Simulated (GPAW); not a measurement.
A run of GPAW 26.7.0 is set up as follows.

Contents of run.py:

```python
from ase import Atoms
from ase.filters import FrechetCellFilter
from ase.io import write
from ase.optimize import BFGS
from gpaw import GPAW, PW, setup_paths

setup_paths.insert(0, '.')

atoms = Atoms(['Ge', 'Mg', 'Mg', 'Mg', 'Mg', 'Mg'],
              cell=[[0.0, 4.096763, 4.096763],
                    [4.096763, 0.0, 4.096763],
                    [4.096763, 4.096763, 0.0]],
              scaled_positions=[[0.0, 0.0, 0.0],
                                [0.625165, 0.124505, 0.625165],
                                [0.625165, 0.625165, 0.124505],
                                [0.625165, 0.625165, 0.625165],
                                [0.124505, 0.625165, 0.625165],
                                [0.25, 0.25, 0.25]],
              pbc=True)

calc = GPAW(mode=PW(800),
            xc='PBEsol',
            kpts={'size': (4, 4, 4), 'gamma': True},
            occupations={'name': 'fermi-dirac', 'width': 0.05},
            nbands=44,
            convergence={'density': 1e-05, 'forces': 0.0001},
            maxiter=150,
            txt='gpaw.txt')
atoms.calc = calc
opt = BFGS(FrechetCellFilter(atoms), trajectory='relax.traj', logfile='-')
done = opt.run(fmax=0.02, steps=60)
calc.write('gs.gpw')
write('result.traj', atoms)
print('Converged:', done)
print('Cell:', atoms.cell.cellpar().round(4))
print('Volume:', round(atoms.get_volume(), 4))
print(atoms.get_scaled_positions().round(5))
```

Potentials or basis: PAW data sets generated in the run's folder for this functional, pw.

Launch:

```console
$ gpaw-setup -f PBEsol Ge Mg
$ OMP_NUM_THREADS=1 python run.py
```

**Question.** Predict the space group after relaxing (to 0.05 Å).

**Answer.** F-43m (No. 216).

**Question.** Predict the relaxed volume.

**Answer.** 22.54 Å³/atom.

Final structure:
```cif
data_structure
_symmetry_space_group_name_H-M 'P 1'
_symmetry_Int_Tables_number 1
_cell_length_a 5.7613
_cell_length_b 5.7613
_cell_length_c 5.7613
_cell_angle_alpha 60.000
_cell_angle_beta 60.000
_cell_angle_gamma 60.000
_cell_volume 135.22
loop_
_atom_site_label
_atom_site_type_symbol
_atom_site_fract_x
_atom_site_fract_y
_atom_site_fract_z
_atom_site_occupancy
Ge1 Ge 0.00000 0.00000 0.00000 1
Mg1 Mg 0.62521 0.12437 0.62521 1
Mg2 Mg 0.62521 0.62521 0.12437 1
Mg3 Mg 0.62521 0.62521 0.62521 1
Mg4 Mg 0.12437 0.62521 0.62521 1
Mg5 Mg 0.25000 0.25000 0.25000 1
```

Caveat: later steps reuse the first step's grids.
